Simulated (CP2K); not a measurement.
Runs of CP2K 2026.2 on Se. It takes space group P3_121 (No. 152, trigonal). The conventional cell has a = 4.366 Å, b = 4.366 Å, c = 4.954 Å, α = 90.00°, β = 90.00°, γ = 120.00°. Se (site symmetry 2) is surrounded by 2 Se at 2.37 Å. 

| level | cutoff of the non-local correlation (Ry) | gap on the mesh (eV) | pressure (GPa) | largest force (eV/Å) |
| --- | --- | --- | --- | --- |
| LDA | - | 1.04 | 1.4 | 0.85 |
| vdW-DF2 | 300 | 1.28 | 6.8 | 0.97 |
| RPBE | - | 1.25 | 4.9 | 0.51 |
| MS2 | - | 1.69 | (a) | (b) |
| PBEsol | - | 1.10 | 1.9 | 0.74 |
| revPBE | - | 1.24 | 4.6 | 0.54 |

Alike in all rows: task single point; potentials or basis POTENTIAL_UZH Se GTH-PBE-q6; TZVP-MOLOPT-PBE-GTH basis; no spin polarisation; cell as given; k mesh 7 × 7 × 6; smearing fermi-dirac 0.05 eV.

Problem. Fill in the values left out.

Solution. (a) 3.4; (b) 0.58.

Caveats: the potentials were made for another functional, which shifts forces and pressure; an odd mesh through Γ misses points on the zone boundary, where band edges often lie; the basis of atomic orbitals isn't converged, which shifts pressures, moduli and gaps.

A k mesh can miss the band edges, and the runs leave out spin-orbit coupling on Se.

Runs at the PBE level aren't shown here.
